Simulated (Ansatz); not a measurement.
**Ionic part of the dielectric constant of CdSe, mode by mode**

The calculation used Ansatz, DFT PBE, scalar-relativistic, plane waves, PAW. Settings: 420 eV plane-wave cutoff, Γ-centred 12×12×12 mesh, fixed occupations. No spin polarisation. Phonons by linear response, acoustic sum rule imposed.

The structure is cubic, space group F-43m (No. 216). The conventional cell has a = 6.196 Å, b = 6.196 Å, c = 6.196 Å, α = 90.00°, β = 90.00°, γ = 90.00°. Around Cd (site symmetry -43m) lie 4 Se at 2.68 Å. Se (site symmetry -43m) is surrounded by 4 Cd at 2.68 Å.

It was reached by relaxing an invented guess, and it needn't be the stable form of this composition. The run warned that its linear response isn't converged on this k mesh, so dielectric tensors, Born charges and infrared intensities are rough, and the frequencies may be too.

The primitive cell has V = 59.47 Å³ and ε∞,zz = 8.083. Each polar mode adds Δε = (4.92064×10⁷/V)·S/ν² along z, with S its oscillator strength in e²/amu, ν in cm⁻¹ and V in Å³.

Q: From these modes, find each Δε and ε0,zz.
```json
{"ν (cm⁻¹)": "154.44", "S_zz (e²/amu)": "0.1156"}
```

A:
| ν (cm⁻¹) | Δε |
| --- | --- |
| 154.44 | 4.01 |

The sum is 4.01, so ε0,zz = 12.09; the run's tensor has 12.09.

Q: Where do the longitudinal modes lie for a wave vector along z?

A: At 188.90 cm⁻¹. The Lyddane–Sachs–Teller product Π(ν_LO/ν_TO)² = 1.50 agrees with ε0/ε∞ = 1.50.
